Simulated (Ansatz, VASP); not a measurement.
Two plane-wave programs on Ru

INCAR

```
SYSTEM = Ru
ALGO = Normal
EDIFF = 1E-7
EDIFFG = -0.005
ENCUT = 600
GGA = PE
IBRION = 2
ISIF = 3
ISMEAR = -1
LASPH = .TRUE.
LCHARG = .FALSE.
LREAL = .FALSE.
LWAVE = .FALSE.
NELM = 80
NSW = 60
PREC = Accurate
SIGMA = 0.08
```

File KPOINTS:

```
k-points
0
G
  18 18 18
  0 0 0
```

POSCAR

```
Ru
1.0
   -1.5098609582      1.5098609582      1.5098609582
    1.5098609582     -1.5098609582      1.5098609582
    1.5098609582      1.5098609582     -1.5098609582
Ru
1
Direct
    0.0000000000      0.0000000000      0.0000000000
```

Input for Ansatz:

```yaml
crystal:
  lattice:
    - [-1.5098609582, 1.5098609582, 1.5098609582]
    - [1.5098609582, -1.5098609582, 1.5098609582]
    - [1.5098609582, 1.5098609582, -1.5098609582]
  atoms:
    - { symbol: Ru, position: [0.0, 0.0, 0.0] }
kpoints:
  mp_grid: { grid: [18, 18, 18] }
scf:
  occupations: { method: fermi_dirac, width: 0.08 }
hamiltonian:
  xc: pbe
  pseudopotentials: { kind: paw }
output:
  forces: true
  stress: true
  write_density: true
  write_potential: true
  elf: true
  volumetric_format: npy
relax:
  f_tol: 0.005
  max_steps: 40
  cell: {}
```

Alike in both runs: task relaxation of cell and atoms; functional PBE; k mesh 18 × 18 × 18; occupations fermi-dirac, width 0.08 eV; no spin polarisation.

|  | VASP | Ansatz |
| --- | --- | --- |
| version | VASP 6.6.1 | Ansatz 0.2.0 |
| potentials or method | VASP PAW PBE potentials, release 64 (Ru_pv) | PAW with Ansatz's default frozen-core files, scalar-relativistic |
| plane-wave cutoff (eV) | 600 | 420 |
| valence electrons in the cell | 14 | 16 |

Ansatz gave:

- relaxed volume (Å³/atom): 14.24
- relaxed cell length with the largest relative difference (Å): 2.645
- energy change over the relaxation (meV/atom): -15

Problem. What did VASP give for the same quantities?

Solution. Relaxed volume (Å³/atom): 14.23; relaxed cell length with the largest relative difference (Å): 2.644; energy change over the relaxation (meV/atom): -14.

The two sets of potentials don't hold the same shells in valence.
